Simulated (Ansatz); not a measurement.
# GaSb: a line through an energy map

One table from this session's results is given with a row withheld; the runs are named, their logs left out.

Computed with Ansatz 0.2.0 (DFT LDA, scalar-relativistic, plane waves, PAW, unless a step's input says otherwise).

16 further runs of the same task are left out: 16 set aside as unsound or not needed.

### Starting point

It takes space group Immm (No. 71, orthorhombic). The conventional cell has a = 3.152 Å, b = 5.011 Å, c = 5.608 Å, α = 90.00°, β = 90.00°, γ = 90.00°. Around Ga (site symmetry mmm) lie 6 Sb at 2.80 to 2.96 Å and 2 Ga at 3.15 Å. Sb (site symmetry mmm) has 6 Ga at 2.80 to 2.96 Å and 2 Sb at 3.15 Å as nearest neighbours.

Structure file:

```
Ga Sb
1.0
    -1.57592    2.50554    2.80413
     1.57592   -2.50554    2.80413
     1.57592    2.50554   -2.80413
Ga Sb
1 1
Direct
  0.00000 0.00000 0.00000
  0.50000 0.50000 0.00000
```

It goes back to an entry of the Materials Project, which need not be the stable form.

It is the result of an earlier relaxation at this level (volume 22.14 Å³/atom; gap on the mesh: none (metal)).

### Plan of the line

The energy is mapped over volume and the cell's shape.

- volume per atom: 7 values from 18.60 to 25.69 Å³
- stretch along a over the lengths across it, relative to the relaxed cell: 7 values from 0.923 to 1.083

Nothing else is relaxed (symmetry fixes all fractional coordinates). Energies count from the relaxed crystal. Points are written as (first, second).

Set-up of the first run:

input.yaml reads:

```yaml
crystal:
  lattice:
    - [-1.4606453211, 2.3852420776, 2.6694947013]
    - [1.4606453211, -2.3852420776, 2.6694947013]
    - [1.4606453211, 2.3852420776, -2.6694947013]
  atoms:
    - { symbol: Ga, position: [0.0, 0.0, 0.0] }
    - { symbol: Sb, position: [0.5, 0.5, 0.0] }
basis:
  ecutwfc: 420
kpoints:
  mp_grid: { grid: [18, 18, 18] }
hamiltonian:
  xc: lda
  pseudopotentials: { kind: paw, azcp: { folder: soft_1 } }
scf:
  occupations: { method: gaussian, width: 0.15 }
output:
  forces: true
  stress: true
  eigenvalues: true
```

Command:

```bash
ansatz run input.yaml --threads 2 --pin off --max-ram 4096MiB --backend cpu --events-out ev --progress --plain --runs-dir out
```

Among the steps run: Point (18.60 Å³, 0.974); The run at (19.78 Å³, 0.974); Point (20.96 Å³, 0.974); Grid point (22.14 Å³, 0.974); Point (23.32 Å³, 0.974); The run at (25.69 Å³, 0.974).

One table of the session follows, with a row left open; its other results are not shown here.

| volume per atom (Å³) | energy (meV/atom) | slope (meV/atom per Å³) | pressure (GPa) |
| --- | --- | --- | --- |
| 18.60 | 166 | −108 | 17.4 |
| 19.78 | 67 | −61 | 9.7 |
| 20.96 | 17 | −26 | 4.2 |
| 22.14 | 2.2 | 0 | 0.0 |
| 23.32 | ? | ? | ? |
| 24.51 | 44 | 33 | −5.2 |
| 25.69 | 89 | 43 | −6.9 |

Estimate the missing values for volume per atom (Å³) = 23.32.

Worked estimate for «energy (meV/atom)». A straight line through the neighbours (22.14, 2.2) and (24.51, 44) gives 2.2 + (44 − 2.2) × (23.32 − 22.14) / (24.51 − 22.14) = 23; a parabola fitted to 4 rows on both sides gives 13.

As computed: energy (meV/atom): 14; slope (meV/atom per Å³): 19; pressure (GPa): −3.0. In «energy (meV/atom)» the line misses by +9 and the parabola by -1.

Energies count from the relaxed crystal. Rows without a step come from runs not printed here or follow by symmetry. Slopes come from the forces (and the stress, where the cell changes), not from differences of energies.

What this shows: The lowest point of the line is at 22.14 Å³, 2.2 meV/atom from the zero. Energies and slopes round the minimum, fitted together, put the minimum at 22.162 Å³, with a curvature of about 19 meV/atom per (Å³)². V·d²E/dV² there is about 66 GPa, a bulk modulus under this line's constraint. The well is lopsided: two grid steps out, the energy rises by 65 meV/atom towards smaller values and 42 meV/atom towards larger ones. The highest point computed, at 18.60 Å³, lies 163 meV/atom above the lowest. This is one cut through a surface in two coordinates; the map's lowest point lies off it. Spin-orbit coupling is left out for Sb.

Limits of these values: Warnings in the runs' records: pseudo functional mismatch.
